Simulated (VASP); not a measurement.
# Er (Fm-3m) in VASP: further runs

Runs on Er. Level: PBE. Tasks: single point.

Everything below comes from runs of VASP 6.6.1. Logs are shortened: lines on timing, memory, paths and dates and some standing lists are left out, and cuts for length are marked.

### Step 1. The crystal as given

It takes space group Fm-3m (No. 225, cubic). The conventional cell has a = 4.960 Å, b = 4.960 Å, c = 4.960 Å, α = 90.00°, β = 90.00°, γ = 90.00°. Er (site symmetry m-3m) is surrounded by 12 Er at 3.51 Å.

This isn't the form of Er at room conditions, which is hcp.

### Step 2. Single point, PBE, collinear spin, ferromagnetic start

The input, INCAR:

```
SYSTEM = Er
PREC     = Accurate       ! precision mode
ENCUT    = 450            ! plane-wave cutoff, eV
EDIFF    = 1E-6           ! SCF threshold, eV
ISMEAR   = 0              ! smearing method
SIGMA    = 0.1            ! smearing width, eV
LREAL    = .False.        ! projectors in reciprocal space
LASPH    = .True.         ! aspherical terms in the spheres
NELM     = 100            ! most SCF steps
ALGO     = Normal         ! electronic algorithm
ISIF     = 2              ! what is computed and relaxed
LWAVE    = .False.        ! write WAVECAR
LCHARG   = .False.        ! write CHGCAR
ISPIN    = 2              ! spin polarisation
MAGMOM   = 3              ! initial moments
LORBIT   = 11             ! projections on sites
LMAXMIX  = 6              ! l up to which the mixer works
GGA      = PE             ! functional
ADDGRID  = .False.
```

The input, KPOINTS:

```
Automatic mesh
0
Gamma
  6 6 6
  0 0 0
```

The input, POSCAR:

```
Er
1.0
   -0.0089250000      2.4571370000      2.4791170000
    2.4542050000     -0.0023290000      2.4725200000
    2.4870360000      2.4833720000     -0.0351600000
Er
1
Direct
   -0.0043710000     -0.0077920000     -0.0181410000
```

Potentials or basis: VASP PAW PBE potentials, release 64 (Er_3), 4f in core.

Launch:

```console
$ cat potpaw_PBE.64/Er_3/POTCAR > POTCAR
$ mpirun -np 1 vasp_std > vasp.out
```

OUTCAR:

```text
SYSTEM = Er
   PREC = Accurate
   ENCUT = 450
   EDIFF = 1E-6
   ISMEAR = 0
   LREAL = .False.
   LASPH = .True.
   NELM = 100
   ISIF = 2
   ISPIN = 2
   LORBIT = 11
   GGA = PE

 Found    112 irreducible k-points:

 Following reciprocal coordinates:
            Coordinates               Weight
  0.000000  0.000000  0.000000      1.000000
  0.166667  0.000000 -0.000000      2.000000
  0.333333  0.000000 -0.000000      2.000000
  0.500000  0.000000 -0.000000      1.000000
 -0.000000  0.166667 -0.000000      2.000000
  0.166667  0.166667 -0.000000      2.000000
   k-points           NKPTS =    112   k-points in BZ     NKDIM =    112   number of bands    NBANDS=     10
   number of dos      NEDOS =    301   number of ions     NIONS =      1
   total plane-waves  NPLWV =  13824
   dimension x,y,z NGX =    24 NGY =   24 NGZ =   24
   dimension x,y,z NGXF=    48 NGYF=   48 NGZF=   48
   ions per type =               1
   NGX,Y,Z   is equivalent  to a cutoff of  11.43, 11.45, 11.35 a.u.
   NGXF,Y,Z  is equivalent  to a cutoff of  22.86, 22.91, 22.70 a.u.
 SYSTEM =  Er
   PREC   = accura    normal or accurate (medium, high low for compatibility)
   ISTART =      0    job   : 0-new  1-cont  2-samecut
   ICHARG =      2    charge: 1-file 2-atom 10-const
   ISPIN  =      2    spin polarized calculation?
   LNONCOLLINEAR =      F non collinear calculations
   LSORBIT =      F    spin-orbit coupling
   LASPH  =      T    aspherical Exc in radial PAW
   ENCUT  =  450.0 eV  33.07 Ry    5.75 a.u.   6.04  6.03  6.08*2*pi/ulx,y,z
   NELM   =    100;   NELMIN=  2; NELMDL= -5     # of ELM steps
   EDIFF  = 0.1E-05   stopping-criterion for ELM
   LREAL  =      F    real-space projection
   EDIFFG = 0.1E-04   stopping-criterion for IOM
   NSW    =      0    number of steps for IOM
   IBRION =     -1    ionic relax: 0-MD 1-quasi-New 2-CG
   NFREE  =      0    steps in history (QN), initial steepest desc. (CG)
   ISIF   =      2    stress and relaxation
   ISYM   =      2    0-nonsym 1-usesym 2-fastsym
   POTIM  = 0.5000    time-step for ionic-motion
   TEBEG  =    0.0;   TEEND  =   0.0 temperature during run
   PSTRESS=    0.0 pullay stress
   NELECT =       9.0000    total number of electrons
   NUPDOWN=      -1.0000    fix difference up-down
   EMIN   =  10.00;   EMAX   =-10.00  energy-range for DOS
   EFERMI =   0.00;   METHOD = LEGACY
   ISMEAR =     0;   SIGMA  =   0.10  broadening in eV -4-tet -1-fermi 0-gaus
   EFERMI_NEDOS =   21; number of points for ismear=-14 and -15
   IALGO  =     38    algorithm
   IMIX   =      4    mixing-type and parameters
     AMIX     =   0.40;   BMIX     =  1.00
     AMIX_MAG =   1.60;   BMIX_MAG =  1.00
  volume/ion in A,a.u.               =      30.50       205.83
  Fermi-wavevector in a.u.,A,eV,Ry     =   1.089904  2.059619 16.162220  1.187890
  Thomas-Fermi vector in A             =   2.226117
   LORBIT       =     11    0 simple, 1 ext, 2 COOP (PROOUT), +10 PAW based schemes
   GGA     = PE    functional components
   LHFCALC =     F    Hartree Fock is set to
   AEXX    =    0.0000 exact exchange contribution
   IVDW    =     0    specifies the selected vdW correction
   LEPSILON=     F    determine dielectric tensor
   LRPA    =     F    only Hartree local field effects (RPA)
 spin polarized calculation
 Gauss-broadening in eV      SIGMA  =   0.10
  energy-cutoff  :      450.00
  volume of cell :       30.50
 maximum number of plane-waves:       672
   NGX = 13   NGY = 13   NGZ = 13

 number of electron       9.0000000 magnetization       0.0794952

 number of electron       9.0000000 magnetization      -0.0014535

 Free energy of the ion-electron system (eV)
  ---------------------------------------------------
  ext. energy  EPLUGINS =         0.00000000
  ---------------------------------------------------
  free energy    TOTEN  =        -4.48285258 eV

  energy without entropy =       -4.47360848  energy(sigma->0) =       -4.47823053

 E-fermi :   3.0958     XC(G=0):  -9.8738

 val. band max:        3.0796774169   @ k =  -0.1667  -0.1667   0.3333
 cond. band min:       3.1062603201   @ k =   0.5000   0.0000   0.1667
 fundamental gap:      0.0265829032
 Fermi energy:         3.0957898554

 spin component 1

 k-point     1 :       0.0000    0.0000    0.0000
  band No.  band energies     occupation
      1     -21.3062      1.00000
      2     -21.2968      1.00000
      3     -21.2935      1.00000
      4      -2.4820      1.00000
      5       4.9270      0.00000
      6       5.1652      0.00000
      7       5.1915      0.00000
      8       7.3899      0.00000
      9       7.5029      0.00000
     10      12.6451      0.00000
[... 53 lines left out ...]
 k-point     6 :       0.1667    0.1667   -0.0000
  band No.  band energies     occupation
      1     -21.4500      1.00000
      2     -21.3561      1.00000
      3     -21.3490      1.00000
      4      -1.5071      1.00000
      5       4.0174      0.00000
      6       5.6528      0.00000
      7       5.7715      0.00000
      8       5.9974      0.00000
      9       7.8641      0.00000
     10      14.7875      0.00000

 [... further k-points ...]

 spin component 2

 k-point     1 :       0.0000    0.0000    0.0000
  band No.  band energies     occupation
      1     -21.3065      1.00000
      2     -21.2971      1.00000
      3     -21.2938      1.00000
      4      -2.4834      1.00000
      5       4.9260      0.00000
      6       5.1643      0.00000
      7       5.1906      0.00000
      8       7.3893      0.00000
      9       7.5024      0.00000
     10      12.6435      0.00000
[... 53 lines left out ...]
 k-point     6 :       0.1667    0.1667   -0.0000
  band No.  band energies     occupation
      1     -21.4503      1.00000
      2     -21.3564      1.00000
      3     -21.3493      1.00000
      4      -1.5085      1.00000
      5       4.0163      0.00000
      6       5.6519      0.00000
      7       5.7705      0.00000
      8       5.9967      0.00000
      9       7.8636      0.00000
     10      14.7861      0.00000

 [... further k-points ...]
[... 5 lines left out ...]
  --------------------------------------------------------------------------------------
  -------------------------------------------------------------------------------------
  Total       -0.0023756      0.0013526     -0.0420303     -0.0476053      0.0547879      0.0817704
  in kB       -0.1247881      0.0710495     -2.2078552     -2.5007082      2.8780129      4.2954015
  external PRESSURE =      -0.7538646 kB  Pullay stress =       0.0000000 kB

 VOLUME and BASIS-vectors are now :
 -----------------------------------------------------------------------------
  energy-cutoff  :      450.00
  volume of cell :       30.50
      direct lattice vectors                 reciprocal lattice vectors
    -0.008925000  2.457137000  2.479117000    -0.201313527  0.204442392  0.200014888
     2.454205000 -0.002329000  2.472520000     0.204685885 -0.202140878  0.201085569
     2.487036000  2.483372000 -0.035160000     0.199378760  0.200206110 -0.197713292

 POSITION                                       TOTAL-FORCE (eV/Angst)
 -----------------------------------------------------------------------------------
      4.86811      4.88241      4.88701        -0.000000      0.000000     -0.000000
 -----------------------------------------------------------------------------------
    total drift:                               -0.000002     -0.000002     -0.000000

  FREE ENERGIE OF THE ION-ELECTRON SYSTEM (eV)
  ---------------------------------------------------
  free  energy   TOTEN  =        -4.4828525827 eV

  energy  without entropy=       -4.4736084836  energy(sigma->0) =       -4.47823053

 total charge

# of ion       s       p       d       tot
------------------------------------------
    1        0.517   6.497   1.106   8.120

 magnetization (x)

# of ion       s       p       d       tot
------------------------------------------
    1        0.000  -0.000  -0.000  -0.001
```

Wall time 19 s (1 thread of Intel Xeon 6975P-C (Granite Rapids), shared host); peak memory 0.17 GiB.

The run converged, but some of its settings lie outside the range that counts as converged, so its numbers aren't taken as properties of the crystal.

What came out:

```
Free energy                                           : -4.4829 eV
Pressure                                              : -0.1 GPa
Band gap on the k mesh                                : none (metal or under the smearing width)
Net moment                                            : 0.00 μB per cell
Valence electrons inside the program's atomic spheres : Er 8.12
```

Caveat: the k mesh is coarse (spacing up to 0.37 Å⁻¹), so the values aren't converged; the magnetic or orbital state may not be the lowest; spin-orbit coupling is left out, which moves the levels of the heavy elements; the 4f electrons are frozen in the core as for a trivalent ion, so they carry no moment and show no levels.

### Step 3. Single point, PBE, collinear spin, ferromagnetic start

INCAR, as its differences from that of step 2:

```diff
@@ -5,3 +5,3 @@
 ISMEAR   = 0              ! smearing method
-SIGMA    = 0.1            ! smearing width, eV
+SIGMA    = 0.05           ! smearing width, eV
 LREAL    = .False.        ! projectors in reciprocal space
```

KPOINTS is that of step 2.

The input, POSCAR:

```
Er
1.0
    0.0000000000      2.4798434248      2.4798434248
    2.4798434248      0.0000000000      2.4798434248
    2.4798434248      2.4798434248      0.0000000000
Er
1
Direct
    0.0000000000      0.0000000000      0.0000000000
```

Potentials or basis: VASP PAW PBE potentials, release 64 (Er_3), 4f in core.

Launch:

```console
$ cat potpaw_PBE.64/Er_3/POTCAR > POTCAR
$ mpirun -np 1 vasp_std > vasp.out
```

OUTCAR:

```text
SYSTEM = Er
   PREC = Accurate
   ENCUT = 450
   EDIFF = 1E-6
   ISMEAR = 0
   LREAL = .False.
   LASPH = .True.
   NELM = 100
   ISIF = 2
   ISPIN = 2
   LORBIT = 11
   GGA = PE

 Found     16 irreducible k-points:

 Following reciprocal coordinates:
            Coordinates               Weight
  0.000000  0.000000  0.000000      1.000000
  0.166667  0.000000  0.000000      8.000000
  0.333333  0.000000  0.000000      8.000000
  0.500000  0.000000  0.000000      4.000000
  0.166667  0.166667  0.000000      6.000000
  0.333333  0.166667  0.000000     24.000000
   k-points           NKPTS =     16   k-points in BZ     NKDIM =     16   number of bands    NBANDS=     10
[... 245 lines left out ...]
  Total       -0.0576122     -0.0576122     -0.0576122      0.0000000      0.0000000     -0.0000000
  in kB       -3.0263723     -3.0263723     -3.0263723      0.0000000      0.0000000     -0.0000000
  external PRESSURE =      -3.0263723 kB  Pullay stress =       0.0000000 kB

 VOLUME and BASIS-vectors are now :
 -----------------------------------------------------------------------------
  energy-cutoff  :      450.00
  volume of cell :       30.50
      direct lattice vectors                 reciprocal lattice vectors
     0.000000000  2.479843425  2.479843425    -0.201625633  0.201625633  0.201625633
     2.479843425  0.000000000  2.479843425     0.201625633 -0.201625633  0.201625633
     2.479843425  2.479843425  0.000000000     0.201625633  0.201625633 -0.201625633

 POSITION                                       TOTAL-FORCE (eV/Angst)
 -----------------------------------------------------------------------------------
      0.00000      0.00000      0.00000        -0.000000      0.000000     -0.000000
 -----------------------------------------------------------------------------------
    total drift:                               -0.000000      0.000000      0.000000

  FREE ENERGIE OF THE ION-ELECTRON SYSTEM (eV)
  ---------------------------------------------------
  free  energy   TOTEN  =        -4.4800047045 eV

  energy  without entropy=       -4.4770836745  energy(sigma->0) =       -4.47854419

 total charge

# of ion       s       p       d       tot
------------------------------------------
    1        0.516   6.487   1.115   8.118

 magnetization (x)

# of ion       s       p       d       tot
------------------------------------------
    1        0.000  -0.019  -0.016  -0.034
```

OSZICAR:

```text
N       E                     dE             d eps       ncg     rms          rms(c)
DAV:   1     0.109066338584E+02    0.10907E+02   -0.44712E+03   918   0.803E+02
DAV:   2    -0.286032833369E+01   -0.13767E+02   -0.13031E+02   902   0.241E+02
DAV:   3    -0.353023828100E+01   -0.66991E+00   -0.59302E+00  1002   0.546E+01
DAV:   4    -0.353789780802E+01   -0.76595E-02   -0.76312E-02  1088   0.286E+00
DAV:   5    -0.353791524334E+01   -0.17435E-04   -0.17432E-04   968   0.948E-02    0.212E+01
DAV:   6    -0.436753647732E+01   -0.82962E+00   -0.30044E-01  1018   0.494E+00    0.142E+01
DAV:   7    -0.446326272057E+01   -0.95726E-01   -0.44417E-02  1012   0.229E+00    0.684E+00
DAV:   8    -0.447174430092E+01   -0.84816E-02   -0.81754E-02   996   0.248E+00    0.154E+00
DAV:   9    -0.447968516443E+01   -0.79409E-02   -0.56786E-03  1004   0.802E-01    0.267E-01
DAV:  10    -0.448000295243E+01   -0.31779E-03   -0.15624E-03   980   0.226E-01    0.126E-01
DAV:  11    -0.447997774724E+01    0.25205E-04   -0.40549E-04   970   0.129E-01    0.463E-02
DAV:  12    -0.448000270623E+01   -0.24959E-04   -0.52145E-05   974   0.534E-02    0.188E-02
DAV:  13    -0.448000448794E+01   -0.17817E-05   -0.29545E-05   898   0.318E-02    0.951E-03
DAV:  14    -0.448000470445E+01   -0.21651E-06   -0.11369E-06   608   0.856E-03
   1 F= -.44800047E+01 E0= -.44785442E+01  d E =-.292103E-02  mag=    -0.0431
```

stdout:

```text
POSCAR found type information on POSCAR Er
 POSCAR found :  1 types and       1 ions
 scaLAPACK will be used
 LDA part: xc-table for (Slater+PW92), standard interpolation
 POSCAR, INCAR and KPOINTS ok, starting setup
 FFT: planning ... GRIDC
 FFT: planning ... GRID_SOFT
 FFT: planning ... GRID
 WAVECAR not read
 entering main loop
```

Run time: 6.8 s. Hardware: 1 thread of Intel Xeon 6975P-C (Granite Rapids), shared host; peak memory 0.14 GiB.

The run converged, but some of its settings lie outside the range that counts as converged, so its numbers aren't taken as properties of the crystal.

What came out:

```yaml
Free_energy: -4.4800 eV
Pressure: -0.3 GPa
Band_gap_on_the_k_mesh: none (metal or under the smearing width)
Net_moment: -0.04 μB per cell
Site_moments: Er -0.03 μB
Valence_electrons_inside_the_program's_atomic_spheres: Er 8.12
```

Caveat: the k mesh is coarse (spacing up to 0.37 Å⁻¹), so the values aren't converged; the magnetic or orbital state may not be the lowest; spin-orbit coupling is left out, which moves the levels of the heavy elements; the 4f electrons are frozen in the core as for a trivalent ion, so they carry no moment and show no levels.

(Continued in part 2 of 2.)
